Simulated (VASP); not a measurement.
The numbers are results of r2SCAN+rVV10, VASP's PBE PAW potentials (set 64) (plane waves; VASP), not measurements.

Input for VASP

KPOINTS_OPT:
```
k-points along high-symmetry lines
10
Line-mode
Reciprocal
  0.000000   0.000000   0.000000 ! GAMMA
  0.000000   0.500000   0.000000 ! X

  0.000000   0.500000   0.000000 ! X
  0.500000   0.500000   0.000000 ! M

  0.500000   0.500000   0.000000 ! M
  0.000000   0.000000   0.000000 ! GAMMA

  0.000000   0.000000   0.000000 ! GAMMA
  0.500000   0.500000   0.500000 ! R

  0.500000   0.500000   0.500000 ! R
  0.000000   0.500000   0.000000 ! X

  0.500000   0.500000   0.500000 ! R
  0.500000   0.500000   0.000000 ! M
```

File KPOINTS:
```
Automatic mesh
0
Gamma
7 7 7
0 0 0
```

**POSCAR**
```
CsI
1
    4.5468081263     0.0000000000     0.0000000000
   -0.0000000000     4.5468081263     0.0000000000
   -0.0000000000     0.0000000000     4.5468081263
Cs I
1 1
Direct
  0.0000000000   0.0000000000   0.0000000000
  0.5000000000   0.5000000000   0.5000000000
```

INCAR:
```
# general
SYSTEM   = CsI
PREC     = Accurate
ENCUT    = 520
LREAL    = .FALSE.
LASPH    = .TRUE.

# electronic loop
EDIFF    = 1E-7
NELM     = 100
ALGO     = Normal
LMAXMIX  = 4
LMIXTAU  = .TRUE.

# smearing
ISMEAR   = -5

# functional
METAGGA  = R2SCAN
LUSE_VDW = .TRUE.
BPARAM   = 11.95
CPARAM   = 0.0093

# ions
ISIF     = 2

# output
LWAVE    = .FALSE.
LCHARG   = .FALSE.
LORBIT   = 11
NEDOS    = 601
```

POTCAR, in this order: Cs_sv I (PBE.64 set). Program: vasp_std.

The run wrote:

### OSZICAR
```
       N       E                     dE             d eps       ncg     rms          rms(c)
DAV:   1     0.425294341858E+02    0.42529E+02   -0.64439E+03   480   0.113E+03
DAV:   2    -0.483628782825E+02   -0.90892E+02   -0.86594E+02   744   0.170E+02
DAV:   3    -0.556015909288E+02   -0.72387E+01   -0.72227E+01   596   0.557E+01
DAV:   4    -0.556970380065E+02   -0.95447E-01   -0.95434E-01   552   0.778E+00
DAV:   5    -0.556982432785E+02   -0.12053E-02   -0.12052E-02   628   0.915E-01    0.213E+00
DAV:   6    -0.530723521966E+02    0.26259E+01   -0.42643E-01   508   0.576E+00    0.202E+00
DAV:   7    -0.519976114503E+02    0.10747E+01   -0.44444E-01   484   0.515E+00    0.665E-01
DAV:   8    -0.524682239442E+02   -0.47061E+00   -0.28872E-01   480   0.592E+00    0.384E-01
DAV:   9    -0.523600436276E+02    0.10818E+00   -0.22138E-01   480   0.466E+00    0.272E-01
DAV:  10    -0.524019398243E+02   -0.41896E-01   -0.20245E-01   480   0.476E+00    0.326E-01
DAV:  11    -0.524584164338E+02   -0.56477E-01   -0.31608E-02   488   0.217E+00    0.144E-01
DAV:  12    -0.525033617226E+02   -0.44945E-01   -0.63807E-02   484   0.346E+00    0.112E-01
DAV:  13    -0.525028425276E+02    0.51920E-03   -0.50391E-04   588   0.210E-01    0.976E-02
DAV:  14    -0.525043526483E+02   -0.15101E-02   -0.89946E-03   480   0.111E+00    0.525E-02
DAV:  15    -0.525062948765E+02   -0.19422E-02   -0.77009E-04   488   0.343E-01    0.137E-02
DAV:  16    -0.525073389393E+02   -0.10441E-02   -0.53821E-04   484   0.305E-01    0.104E-02
DAV:  17    -0.525073474023E+02   -0.84630E-05   -0.24732E-05   560   0.669E-02    0.836E-03
DAV:  18    -0.525073497036E+02   -0.23013E-05   -0.39992E-07   556   0.779E-03    0.812E-03
DAV:  19    -0.525073512285E+02   -0.15249E-05   -0.10024E-07   412   0.433E-03    0.766E-03
DAV:  20    -0.525073535275E+02   -0.22991E-05   -0.46449E-06   512   0.241E-02    0.571E-03
DAV:  21    -0.525073525502E+02    0.97735E-06   -0.20605E-06   516   0.173E-02    0.307E-03
DAV:  22    -0.525073534477E+02   -0.89754E-06   -0.15056E-07   440   0.588E-03    0.184E-03
DAV:  23    -0.525073535214E+02   -0.73700E-07   -0.83852E-08   364   0.393E-03
   1 F= -.52507354E+02 E0= -.52507354E+02  d E =0.000000E+00
       N       E                     dE             ncg
       N       E                     dE             ncg
       N       E                     dE             ncg
```

File OUTCAR:
```
------------------------ aborting loop because EDIFF is reached ----------------------------------------
  FORCE on cell =-STRESS in cart. coord.  units (eV):
  Direction    XX          YY          ZZ          XY          YZ          ZX
  --------------------------------------------------------------------------------------
  Total        0.0067781      0.0067781      0.0067781      0.0000000      0.0000000     -0.0000000
  in kB        0.1155303      0.1155303      0.1155303      0.0000000      0.0000000     -0.0000000
  external PRESSURE =       0.1155303 kB  Pullay stress =       0.0000000 kB
  volume of cell :       94.00
      direct lattice vectors                 reciprocal lattice vectors
     4.546808126  0.000000000  0.000000000     0.219934506  0.000000000  0.000000000
     0.000000000  4.546808126  0.000000000     0.000000000  0.219934506  0.000000000
     0.000000000  0.000000000  4.546808126     0.000000000  0.000000000  0.219934506
 POSITION                                       TOTAL-FORCE (eV/Angst)
 -----------------------------------------------------------------------------------
      0.00000      0.00000      0.00000         0.000000      0.000000      0.000000
      2.27340      2.27340      2.27340         0.000000      0.000000      0.000000
 -----------------------------------------------------------------------------------
    total drift:                               -0.000000      0.000000      0.000000
  FREE ENERGIE OF THE ION-ELECTRON SYSTEM (eV)
  ---------------------------------------------------
  free  energy   TOTEN  =       -52.5073535214 eV

  energy  without entropy=      -52.5073535214  energy(sigma->0) =      -52.50735352

 total charge

# of ion       s       p       d       tot
------------------------------------------
    1        1.850   4.708   0.028   6.586
    2        1.494   2.877   0.002   4.374
--------------------------------------------------
tot          3.344   7.585   0.030  10.959
```
(Selected blocks of OUTCAR.)

The compound is CsI in the CsCl type structure. It was relaxed first.
